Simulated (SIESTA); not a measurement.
Crystal: FeO (Wuestite).

```
Fe O
1.0
     0.00000    2.15540    2.15540
     2.15540    0.00000    2.15540
     2.15540    2.15540    0.00000
Fe O
1 1
Direct
  0.00000 0.00000 0.00000
  0.50000 0.50000 0.50000
```

Program: SIESTA 5.4.2. Alike in all runs: task band structure; spin collinear, ferromagnetic start; cell as given; k mesh 11 × 11 × 11; smearing fermi-dirac 0.05 eV; grid cutoff 800 Ry; energy shift 0.003 Ry.

Order these runs on this cell by their pressure, lowest first.
A. level AM05; potentials or basis PseudoDojo 0.4 standard (PBEsol files), DZP (energy shift 0.003 Ry; two zetas on semicore shells)
B. level BLYP; potentials or basis PseudoDojo 0.4 standard (PBE files), DZP (energy shift 0.003 Ry; two zetas on semicore shells)
C. level vdW-DF-cx; potentials or basis PseudoDojo 0.4 standard (PBE files), DZP (energy shift 0.003 Ry; two zetas on semicore shells)

A (-7.6 GPa), C (-5.8 GPa), B (7.7 GPa).

Caveats: short orbitals over semicore shells can move pressures by several GPa; the potentials were made for another functional, which shifts forces and pressure; the basis of atomic orbitals isn't converged, which shifts pressures, moduli and gaps; a cell with one magnetic atom can't hold antiferromagnetic order, which such compounds often take.
